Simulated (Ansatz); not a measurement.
## Supercells of bare Al-Cu alloy nanowire along [110] (26 atoms): plane waves and support functions

How do plane waves and support functions scale when bare Al-Cu alloy nanowire along [110] (26 atoms) is repeated?

Calculated with Ansatz 0.2.0; Kohn-Sham DFT, PBE, PAW (set soft_2), plane waves.

## 1. The structure

The cell holds 26 atoms: 13 Cu and 13 Al. Cell: a = 17.100 Å, b = 14.728 Å, c = 5.162 Å, α = 90.0°, β = 90.0°, γ = 90.0°. It derives from Al (fcc) and Cu. Hexagon section of size parameter 4.53 Å cut from fcc Al (a = 4.05 Å) along [110], 2 periods, 9 Å of vacuum, 13 atoms Cu at random; minimised with a classical potential (one cell length free). Vacuum lies along a and b. The structure repeats along c.

What the set-up can't give: The cell is under 6 Å thick along one periodic direction, so every atom has periodic images of itself close by, which move with it and show among its neighbours and in g(r). The host structure and its lattice constant were typed by rule, without a check against the phase diagram. Beside vacuum, support functions can miss their usual error bounds without a warning.

## 2. Plane waves, typed cell on a dense mesh

The typed cell on a k-mesh is the yardstick: it samples like Γ on the cell repeated as often as the mesh has points along each axis. Its own convergence isn't tested.

Input file input.yaml:

```yaml
crystal:
  lattice:
    - [17.1, 0.0, 0.0]
    - [0.0, 14.72756, 0.0]
    - [0.0, 0.0, 5.16237]
  atoms:
    - { symbol: Cu, position: [0.36794, 0.32408, 0.22542] }
    - { symbol: Cu, position: [0.44153, 0.4437, 0.47745] }
    - { symbol: Al, position: [0.35966, 0.32007, 0.72878] }
    - { symbol: Cu, position: [0.44188, 0.44267, 0.97323] }
    - { symbol: Cu, position: [0.32018, 0.48698, 0.22007] }
    - { symbol: Cu, position: [0.43455, 0.59815, 0.22985] }
    - { symbol: Cu, position: [0.31454, 0.48612, 0.72013] }
    - { symbol: Al, position: [0.43236, 0.59865, 0.72755] }
    - { symbol: Al, position: [0.3013, 0.64349, 0.9721] }
    - { symbol: Cu, position: [0.30528, 0.63631, 0.46662] }
    - { symbol: Cu, position: [0.49119, 0.27095, 0.97373] }
    - { symbol: Al, position: [0.56599, 0.39261, 0.2289] }
    - { symbol: Cu, position: [0.48511, 0.27224, 0.48182] }
    - { symbol: Cu, position: [0.56576, 0.3938, 0.7283] }
    - { symbol: Al, position: [0.56439, 0.55435, 0.98009] }
    - { symbol: Al, position: [0.56041, 0.71849, 0.2395] }
    - { symbol: Al, position: [0.56795, 0.55151, 0.48265] }
    - { symbol: Al, position: [0.56266, 0.72173, 0.73735] }
    - { symbol: Cu, position: [0.42582, 0.75078, 0.9904] }
    - { symbol: Al, position: [0.41679, 0.75921, 0.48643] }
    - { symbol: Al, position: [0.6551, 0.27392, 0.97558] }
    - { symbol: Al, position: [0.63679, 0.25515, 0.47986] }
    - { symbol: Cu, position: [0.69096, 0.45187, 0.97254] }
    - { symbol: Al, position: [0.70055, 0.43675, 0.47622] }
    - { symbol: Cu, position: [0.69158, 0.60505, 0.22481] }
    - { symbol: Al, position: [0.69971, 0.61135, 0.72392] }
kpoints:
  mp_grid: { grid: [1, 1, 7] }
hamiltonian:
  xc: pbe
scf:
  occupations: { method: fermi_dirac, width: 0.1 }
output:
  forces: true
  populations: intrinsic
  dos:
    method: { smearing: { sigma: 0.15 } }
    de: 0.1
    projected: { site_lists: { Al: [Al], Cu: [Cu] } }
  eigenvalues: true
```

Launch:

```sh
ansatz run input.yaml --threads 8 --pin off --max-ram 15872MiB --backend cpu --events-out ev --progress --plain --runs-dir out
```

Numbers of over 12 decimals in the logs are rounded to 6 here.

Output:

```text
Engine: ansatz 0.2.0, aarch64-unknown-linux-gnu
Pseudopotentials: kind: paw
Pseudopotential: Cu, paw, valence charge 19, recommended cutoff 420 eV (normal), Cu.paw.azcp
Pseudopotential: Al, paw, valence charge 3, recommended cutoff 420 eV (normal), Al.paw.azcp
Functional definition: PBE
  parameter kappa = 0.804
  parameter beta = 0.066725
  exchange = pbe_x(kappa = kappa, mu = beta*pi^2/3)
  correlation = pbe_c(beta = beta)
Crystal: 26 atoms, lattice volume = 1300.098 Å³
Basis set: ecut = 420 eV, 25473 PW (Γ), exchange–correlation on 240×200×72 points (8 copies of the dense FFT grid, shifted against one another)
Bands: 172, of which v1, the nominal top of the filled ones, is band 143 counted from 1 (142 counted from 0)
Symmetry: 1 space group operations
Space group: P1 (ITA 1), of the structure as read, at distance tolerance 1.1e-4 Å
k-points: 4 of 7 (time reversal used)
Non-local potential: Cu, projectors of the file, l = 0: 3, l = 1: 2, l = 2: 3, l = 3: 1
Non-local potential: Al, projectors of the file, l = 0: 2, l = 1: 2, l = 2: 1
PAW form: soft (Blöchl's): semilocal exchange-correlation on the pseudo side does not see the compensation charge
PAW one-centre angular grid: Cu, 590 points (default); XC on 64 Gauss nodes
PAW one-centre angular grid: Al, 110 points (default); XC on 64 Gauss nodes
Initial density: superposition of atomic densities (neutral atoms: chi_scale 0, normalization atom), corrected by the library's trained network
Initial wavefunctions: pseudopotential atomic-orbital guess
Functional: x = pbe(κ = 0.804, μ = 0.219515), c = pbe(β = 0.066725)
SCF iter   1: F=—  HF=-93105.751496 eV  |F-HF|=—  |Δ(HF+E_count)|=         —  Δρ=2.21e-3  dr2=1.66e-1  ethr=1.77e-3  ⟨swp⟩=8.8  Hψ=3147  notcnv=0  defer=20
preconditioner: auto → LDOS  [metal: Δε(μ)=0.056 eV  Ē_g=5.881 eV  σ=0.100 eV  W_gap=0.14  n_scr=208 (ndim 8)  ℏωp=13.9 eV  f_vac=0.614  D(μ)=12.19/eV (n_scr^D=42)  β→1.0]
SCF iter   2: F=—  HF=-93105.766872 eV  |F-HF|=—  |Δ(HF+E_count)|=   1.54e-2  Δρ=2.88e-3  dr2=7.45e-2  ethr=5.80e-5  ⟨swp⟩=2.5  Hψ=1529  notcnv=0  defer=28
SCF iter   3: F=—  HF=-93105.768967 eV  |F-HF|=—  |Δ(HF+E_count)|=   2.10e-3  Δρ=3.01e-3  dr2=7.14e-2  ethr=2.61e-5  ⟨swp⟩=2.0  Hψ=1318  notcnv=0  defer=28
SCF iter   4: F=—  HF=-93105.756554 eV  |F-HF|=—  |Δ(HF+E_count)|=   1.24e-2  Δρ=9.79e-4  dr2=9.22e-3  ethr=2.50e-5  ⟨swp⟩=2.0  Hψ=836  notcnv=0  defer=28
SCF iter   5: F=—  HF=-93105.754917 eV  |F-HF|=—  |Δ(HF+E_count)|=   1.64e-3  Δρ=3.34e-4  dr2=9.75e-4  ethr=3.22e-6  ⟨swp⟩=2.0  Hψ=989  notcnv=0  defer=28
SCF iter   6: F=—  HF=-93105.754787 eV  |F-HF|=—  |Δ(HF+E_count)|=   1.30e-4  Δρ=1.02e-4  dr2=1.19e-4  ethr=3.41e-7  ⟨swp⟩=2.0  Hψ=1092  notcnv=0  defer=28
SCF iter   7: F=—  HF=-93105.754756 eV  |F-HF|=—  |Δ(HF+E_count)|=   3.14e-5  Δρ=2.80e-5  dr2=1.50e-5  ethr=4.15e-8  ⟨swp⟩=2.0  Hψ=1012  notcnv=0  defer=28
SCF iter   8: F=—  HF=-93105.754610 eV  |F-HF|=—  |Δ(HF+E_count)|=   1.46e-4  Δρ=3.08e-5  dr2=9.31e-6  ethr=5.23e-9  ⟨swp⟩=2.2  Hψ=1321  notcnv=0  defer=28
SCF iter   9: F=—  HF=-93105.754609 eV  |F-HF|=—  |Δ(HF+E_count)|=   1.02e-6  Δρ=6.14e-6  dr2=5.22e-7  ethr=3.25e-9  ⟨swp⟩=2.0  Hψ=973  notcnv=0  defer=28
SCF iter  10: F=—  HF=-93105.754610 eV  |F-HF|=—  |Δ(HF+E_count)|=   1.10e-6  Δρ=3.40e-6  dr2=1.22e-7  ethr=1.82e-10  ⟨swp⟩=3.2  Hψ=1444  notcnv=0  defer=28
SCF iter  11: F=-93105.754610 eV  HF=-93105.754610 eV  |F-HF|=4.98e-8  |Δ(HF+E_count)|=   2.04e-7  Δρ=2.80e-6  dr2=7.11e-8  ethr=3.50e-11  ⟨swp⟩=19.5  Hψ=3061  notcnv=0
SCF 1 converged in 11 iterations: F = -93105.754610 eV  dr2 = 7.11e-8
  greatest PAW one-centre occupation: 1.000 electrons in one spin orbital (limit 2), on the Cu atom at site 4 (counted from 0), in its partial waves of l = 0
SCF converged after 11 iterations
Free energy (F): -93105.754610 eV
Harris-Foulkes:  -93105.754610 eV  (|F-HF|=4.98e-8)
Internal energy: -93105.363593 eV  (E = F + TS)
E sigma→0 (E₀):  -93105.559101 eV
Entropy (-TS):   -0.391018 eV (-15.039 meV/atom)
Fermi energy:    0.201588 eV
--- Per-component energies (eV) ---
  E_band       = -8955.999954
  E_kinetic    = 4172.870396
  E_local      = -243989.867316  (includes V_loc(G=0)·N_el)
  E_nonlocal   = 5217.331212
  E_hartree    = 116720.852448
  E_xc         = -1659.186193
  E_vxc        = -1848.903746  (∫ρ·V_xc dr)
  E_paw        = -27707.356791  (= ΣΔE_a)
  E_vpaw       = -5949.107375  (= ΣTr[D̂ρ^β])
  E_aug_tail   = 0.003553  (compensation charges beyond the density's cutoff)
  E_ewald      = 54139.989097
  E_smearing   = -0.391018  (= −TS)
  E_closure    = 0.000000  (closes the sum)
  Σ components = -93105.754610   (vs F -93105.754610, Δ=0.00e0)
--- Forces (eV/Å), atoms counted from 1 ---
  atom   1  Cu     0.11660239    -0.08258754     0.00890587
  atom   2  Cu     0.05719145     0.18797908     0.01878273
  atom   3  Al     0.37049812    -0.03697975    -0.03095465
  atom   4  Cu     0.05861020     0.30240781     0.02371009
  atom   5  Cu    -0.13548826     0.13646329    -0.03033975
  atom   6  Cu     0.41898491     0.04726908     0.02235269
  atom   7  Cu     0.15802205     0.25528103     0.02525071
  atom   8  Al    -0.18528501    -0.41265648    -0.05570860
  atom   9  Al    -0.17644169    -0.32281421     0.22411139
  atom  10  Cu     0.16430119    -0.18207133     0.13867830
  atom  11  Cu    -0.10409241     0.26555130     0.08532655
  atom  12  Al    -0.60757171    -0.29228871    -0.14461449
  atom  13  Cu     0.03722658     0.21681595    -0.07812930
  atom  14  Cu     0.13796824     0.04374151    -0.12567152
[...]
atom  25  Cu    -0.39451485    -0.44920749     0.11552524
  atom  26  Al     0.40843485    -0.14196740     0.12845480
  max |Σ_I F_I| component: 2.66e-5 eV/Å
--- Band table (eV) ---
  k-point 0: bands = ["-113.1641", "-113.0199", "-112.8842", "-112.8739", [... 156 levels ...], "3.0461", "3.2589", "3.3235", "3.5700", "3.7991", "3.9617", "4.0802", "4.2828", "4.3360", "4.3692", "4.4701", "4.5199"]
[...]
--- intrinsic populations: 26 sites ---
  site symbol       q [e]
     0     Cu     18.7076
     1     Cu     18.6398
     2     Al      3.8924
[...]
25     Al      3.3580
  spilling = 0.000000 (of n_electrons = 286.000000)
```

The job ended after 36 s (8 threads of Arm Neoverse V1, shared host; peak memory 3.7 GiB; 4.6 min of CPU time).

Numbers from this run:

| Property | Result |
| --- | --- |
| free energy | -93105.7546 eV |
| free energy per atom | -3580.9906 eV/atom |
| SCF cycles | 11 |
| r.m.s. force component | 0.2109 eV/Å |
| longest force | 0.6896 eV/Å |
| Fermi energy | 0.2016 eV |
| levels partly filled by over 2 per cent | 16 |

The r.m.s. force component of 0.21 eV/Å sets the scale for the differences below.

## 3. Plane waves, 26 atoms

The typed cell is solved at Γ alone, the coarsest sampling of the series.

input.yaml, the sections that differ from step 2:

```yaml
kpoints:
  mp_grid: { grid: [1, 1, 1] }
output:
  forces: true
# crystal, hamiltonian, scf: as in step 2
```

Output:

```text
[...]
Crystal: 26 atoms, lattice volume = 1300.098 Å³
Basis set: ecut = 420 eV, 25473 PW (Γ), exchange–correlation on 240×200×72 points (8 copies of the dense FFT grid, shifted against one another)
Bands: 169, of which v1, the nominal top of the filled ones, is band 143 counted from 1 (142 counted from 0)
Symmetry: 1 space group operations
[...]
k-points: 1
[...]
SCF iter   1: F=—  HF=-93100.912328 eV  |F-HF|=—  |Δ(HF+E_count)|=         —  Δρ=6.80e-3  dr2=1.86e0  ethr=1.77e-3  ⟨swp⟩=8.0  Hψ=766  notcnv=0  defer=2
[...]
SCF iter   4: F=—  HF=-93100.592675 eV  |F-HF|=—  |Δ(HF+E_count)|=   6.26e-2  Δρ=1.86e-3  dr2=6.71e-2  ethr=1.60e-4  ⟨swp⟩=2.0  Hψ=291  notcnv=0  defer=3
automatic band count: iteration 4 solves 166 bands in place of 169: the levels show a gap, and the empty bands left out lie too high to hold charge; the band table lists the bands solved (type scf.n_extra_bands for more)
SCF iter   5: F=—  HF=-93100.586032 eV  |F-HF|=—  |Δ(HF+E_count)|=   6.64e-3  Δρ=1.18e-3  dr2=1.65e-2  ethr=2.35e-5  ⟨swp⟩=4.0  Hψ=354  notcnv=0  defer=6
[...]
SCF iter   7: F=—  HF=-93100.584735 eV  |F-HF|=—  |Δ(HF+E_count)|=   3.26e-5  Δρ=2.54e-4  dr2=1.27e-3  ethr=1.03e-6  ⟨swp⟩=2.0  Hψ=253  notcnv=0  defer=6
[...]
SCF iter  14: F=—  HF=-93100.584834 eV  |F-HF|=—  |Δ(HF+E_count)|=   2.42e-7  Δρ=3.49e-6  dr2=1.86e-7  ethr=2.71e-10  ⟨swp⟩=2.0  Hψ=241  notcnv=0  defer=6
SCF iter  15: F=-93100.584834 eV  HF=-93100.584834 eV  |F-HF|=2.43e-8  |Δ(HF+E_count)|=   4.13e-8  Δρ=2.67e-6  dr2=8.53e-8  ethr=3.50e-11  ⟨swp⟩=5.0  Hψ=575  notcnv=0
SCF 1 converged in 15 iterations: F = -93100.584834 eV  dr2 = 8.53e-8
[...]
SCF converged after 15 iterations
Free energy (F): -93100.584834 eV
[...]
Internal energy: -93100.197454 eV  (E = F + TS)
E sigma→0 (E₀):  -93100.391144 eV
Entropy (-TS):   -0.387380 eV (-14.899 meV/atom)
Fermi energy:    -0.027801 eV
[...]
Σ components = -93100.584834   (vs F -93100.584834, Δ=0.00e0)
--- Forces (eV/Å), atoms counted from 1 ---
  atom   1  Cu     0.28886600     0.40958349     0.00038510
  atom   2  Cu     0.36731719     0.19422975     0.09121498
  atom   3  Al     0.52185163     0.18516309    -0.02376269
  atom   4  Cu     0.34332302     0.31703711    -0.05378173
[...]
atom  26  Al    -0.08117955    -0.48713574     0.21474230
  max |Σ_I F_I| component: 1.66e-4 eV/Å
```

The job ended after 5.4 s (8 threads; peak memory 1.1 GiB).

The energy lies 199 meV/atom above the dense-mesh reference.

## 4. Support functions, 26 atoms

The typed cell is solved at Γ alone, now in support functions.

This step: Kohn-Sham DFT, PBE, PAW (set soft_2), localised support functions (medium) (Ansatz 0.2.0).

Changes to input.yaml since step 3:

```diff
@@ -13,2 +13,5 @@
   occupations: { method: fermi_dirac, width: 0.1 }
+  eigensolver: { kind: { support_functions: { accuracy: medium } } }
+  mixing: { beta: 0.4 }
+  max_iter: 150
 output:
```

Elapsed: 78 s, on 8 threads; peak memory 2.3 GiB.

The program notes that the band table was not solved further than the SCF left it and it switched symmetry off. Further notices: vacuum switching off with vacuum.

It converged in 31 SCF cycles; the log is left out.

The energy lies 197 meV/atom above the dense-mesh reference, and 2.0 meV/atom below plane waves of the same size, an offset between the two bases that leaves the sampling error alike.

## 5. Plane waves, 78 atoms

The cell is repeated and solved at Γ in plane waves, whose cost grows towards the cube of the size.

This step: Kohn-Sham DFT, PBE, PAW (set soft_2), plane waves (Ansatz 0.2.0).

input.yaml, the sections that differ from step 4:

```yaml
crystal:
  lattice:
    - [17.1, 0.0, 0.0]
    - [0.0, 14.72756, 0.0]
    - [0.0, 0.0, 5.16237]
  atoms:
    [... the 26 atom lines of step 2 ...]
  supercell: [1, 1, 3]
scf:
  occupations: { method: fermi_dirac, width: 0.1 }
# kpoints, hamiltonian, output: as in step 4
```

Output:

```text
[...]
Crystal: 78 atoms, lattice volume = 3900.294 Å³
Basis set: ecut = 420 eV, 76323 PW (Γ), exchange–correlation on 240×200×216 points (8 copies of the dense FFT grid, shifted against one another)
Bands: 507, of which v1, the nominal top of the filled ones, is band 429 counted from 1 (428 counted from 0)
Symmetry: 3 space group operations
[...]
k-points: 1
[...]
SCF iter   1: F=—  HF=-279317.261800 eV  |F-HF|=—  |Δ(HF+E_count)|=         —  Δρ=2.82e-3  dr2=1.03e0  ethr=1.77e-3  ⟨swp⟩=8.0  Hψ=2223  notcnv=0  defer=20
[...]
SCF iter  12: F=—  HF=-279317.247284 eV  |F-HF|=—  |Δ(HF+E_count)|=   8.99e-7  Δρ=1.84e-6  dr2=1.67e-7  ethr=9.07e-11  ⟨swp⟩=3.0  Hψ=735  notcnv=0  defer=22
SCF iter  13: F=-279317.247285 eV  HF=-279317.247285 eV  |F-HF|=2.30e-8  |Δ(HF+E_count)|=   8.74e-8  Δρ=1.19e-6  dr2=5.33e-8  ethr=1.17e-11  ⟨swp⟩=4.0  Hψ=1540  notcnv=0
SCF 1 converged in 13 iterations: F = -279317.247285 eV  dr2 = 5.33e-8
[...]
SCF converged after 13 iterations
Free energy (F): -279317.247285 eV
[...]
Internal energy: -279316.181995 eV  (E = F + TS)
E sigma→0 (E₀):  -279316.714640 eV
Entropy (-TS):   -1.065289 eV (-13.658 meV/atom)
Fermi energy:    0.193133 eV
[...]
Σ components = -279317.247285   (vs F -279317.247285, Δ=0.00e0)
--- Forces (eV/Å), atoms counted from 1 ---
  atom   1  Cu     0.13993401    -0.08714431     0.00005181
  atom   2  Cu     0.03426552     0.19267245     0.05214127
  atom   3  Al     0.38556082     0.00120845    -0.02758727
  atom   4  Cu     0.01872603     0.32626845     0.00041543
  atom   5  Cu    -0.08940160     0.07986102    -0.02520656
  atom   6  Cu     0.42763493     0.03988368     0.01124663
  [... forces on the other 72 atoms ...]
  max |Σ_I F_I| component: 7.68e-5 eV/Å
```

The job ended after 42 s (8 threads; peak memory 4.9 GiB; 5.3 min of CPU time).

The program repeats the typed cell 1×1×3 times, 78 atoms in all; totals in the log are those of the whole repeated cell, and force differences are taken after averaging over the copies of each atom.

The energy lies 0.212 meV/atom above the dense-mesh reference.

## 6. Support functions, 78 atoms

The repeated cell is solved at Γ in support functions.

This step: Kohn-Sham DFT, PBE, PAW (set soft_2), localised support functions (medium) (Ansatz 0.2.0).

Changes to input.yaml since step 5:

```diff
@@ -14,2 +14,5 @@
   occupations: { method: fermi_dirac, width: 0.1 }
+  eigensolver: { kind: { support_functions: { accuracy: medium } } }
+  mixing: { beta: 0.4 }
+  max_iter: 150
 output:
```

The job ended after 2.2 min (8 threads; peak memory 5.7 GiB).

The program repeats the typed cell 1×1×3 times, 78 atoms in all; totals in the log are those of the whole repeated cell, and force differences are taken after averaging over the copies of each atom.

It converged in 15 SCF cycles; the log is left out.

The energy lies 1.71 meV/atom below the dense-mesh reference, and 1.9 meV/atom below plane waves of the same size, an offset between the two bases that leaves the sampling error alike.

[end of part 1 of 2]

[Logs are printed without paths, hosts, clocks, repeated set-up lines and the standing remarks that a program may print on its own settings, such as how far it seeks lower states.]

[Hosts, paths, dates, database ids (printed as entryN), source tags and the programs' standing remarks are cut or masked in the printed files.]
